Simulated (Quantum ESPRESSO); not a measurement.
Ru under changes of volume

One of the cells (13.575 Å³/atom); the others are scaled copies at fixed shape and fractional positions:

```
CELL_PARAMETERS angstrom
2.70580 0.00000 0.00000
-1.35290 2.34329 0.00000
0.00000 0.00000 4.28190
ATOMIC_POSITIONS crystal
Ru 0.66667 0.33333 0.75000
Ru 0.33333 0.66667 0.25000
```

```yaml
Program: Quantum ESPRESSO 7.5
Functional: PBE
Potentials_or_basis: GBRV 1.5 PBE
Cutoff: 612 eV
Density_cutoff: 4898 eV
k_mesh: 11 × 11 × 6
Occupations: fermi-dirac, width 0.05 eV
Spin: no spin polarisation
```

```tsv
volume (Å³/atom)	energy over the lowest point (meV/atom)	pressure (GPa)
12.760	79.06	27.8
13.032	?	?
13.303	14.16	11.1
13.575	1.45	4.0
13.846	0.00	-2.3
14.118	8.59	-7.8
14.389	26.14	-12.8
```

**Question.** What does the run at 13.032 Å³/atom give?

**Answer.** Energy over the lowest point 39.52 meV/atom; pressure 18.9 GPa.

Worked out: A Birch-Murnaghan fit of order 3 (a polynomial in V^(-2/3)) to the other rows has its minimum at 13.75 Å³/atom with B0 = V·E''(V) = 313 GPa and B' = 4.8 at fixed shape and positions, which overstates the stiffness. It gives 39.47 meV/atom at 13.032 Å³/atom, against the run's 39.52, and -dE/dV = 19.0 GPa, against 18.9.

Energies are extrapolated to zero smearing.
